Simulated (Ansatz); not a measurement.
Here is an Ansatz 0.2.0 calculation.

The input input.yaml:

```yaml
crystal:
  lattice:
    - [2.74841, 0.0, 0.0]
    - [0.0, 2.74841, 0.0]
    - [0.0, 0.0, 2.74841]
  atoms:
    - { symbol: Au, position: [0.5, 0.5, 0.5] }
hamiltonian:
  xc: pbe
  pseudopotentials: { kind: paw }
kpoints:
  mp_grid: { grid: [10, 10, 10] }
scf:
  occupations: { method: gaussian, width: 0.012 }
output:
  forces: true
  stress: true
  eigenvalues: true
```

Potentials or basis: Ansatz PAW.

Command:

```bash
$ ansatz run input.yaml --threads 2 --pin off --max-ram 5632MiB --backend cpu --events-out ev --progress --plain --runs-dir out
```

(1) Predict the pressure.

(2) Predict the band gap on the k mesh.

Results:

(1) 0.2 GPa.

(2) none (metal or under the smearing width).
